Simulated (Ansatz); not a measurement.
An Ansatz (a quantum-chemistry and plane-wave program) input (r2SCAN (Ansatz; PAW; 500 eV plane waves; without spin-orbit coupling)):

Ansatz 0.2 input:
```yaml
crystal:
  lattice:
    - [4.6219591207, 0, 0]
    - [0, 4.6219591207, 0]
    - [0, 0, 3.1253935348]
  atoms:
    - { symbol: Mg, position: [0, 0, 0] }
    - { symbol: Mg, position: [0.5, 0.5, 0.5] }
    - { symbol: F, position: [0.3029503952, 0.3029503952, 0] }
    - { symbol: F, position: [0.8029503952, 0.1970496048, 0.5] }
    - { symbol: F, position: [0.1970496048, 0.8029503952, 0.5] }
    - { symbol: F, position: [0.6970496048, 0.6970496048, 0] }
basis: { ecutwfc: 500, ecutrho_ratio: 4, xc_grid: 4, fft_grid_basis: typed }
kpoints: { mp_grid: { grid: [7, 7, 11] } }
hamiltonian:
  xc: r2scan
  dispersion: none
  pseudopotentials: { kind: paw }
scf: { occupations: { method: fermi_dirac, width: 0.05 }, convergence: { dr2_threshold: 0.0000000006 } }
relax: { f_tol: 0.005, max_steps: 50 }
output: { forces: true, stress: true }
checkpoint: { write: state.ck, write_every: 1000 }
```

**Question.** Which symmetry and how many k-points will the program report, and about how many plane waves at Γ?

**Answer.** Space group P42/mnm (ITA 136) with 16 operations, k-points 60 of 539, and 1695 plane waves at Γ.

**Question.** And the final pressure?

**Answer.** -2.74 GPa (compression positive).

The cells carry an imposed strain or load. Whether these cells are dynamically stable was not tested. The cell was made from MgF₂ in the rutile structure (space group P4_2/mnm, No. 136) by this change: uniaxial strain ε_zz = +2.60 %.
